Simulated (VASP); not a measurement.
Input of a VASP 6.6.1 run:

Contents of INCAR:

```
ALGO = Normal
EDIFF = 1E-7
ENCUT = 520
GGA = PS
ISIF = 2
ISMEAR = -1
LASPH = True
LCHARG = False
LREAL = False
LWAVE = False
NBANDS = 12
NELM = 80
PREC = Accurate
SIGMA = 0.05
```

Contents of KPOINTS:

```
k-points
0
Gamma
  13 13 13
```

POSCAR

```
Cu
1.0
   -0.0085780000      1.7957520000      1.8016880000
    1.8229500000     -0.0240520000      1.8171630000
    1.7953260000      1.7836020000      0.0035720000
Cu
1
Direct
    0.0014560000     -0.0242930000      0.0293210000
```

Potentials or basis: VASP PAW PBE potentials, release 64 (Cu).

Command:

```sh
$ cat potpaw_PBE.64/Cu/POTCAR > POTCAR
$ mpirun -np 1 vasp_std > vasp.out
```

(1) What does it give for the pressure?

(2) Estimate the band gap on the k mesh.

Answers

(1) -5.8 GPa.

(2) none (metal or under the smearing width).

Caveat: the PAW data sets were made with another functional, which shifts forces and pressure a little.
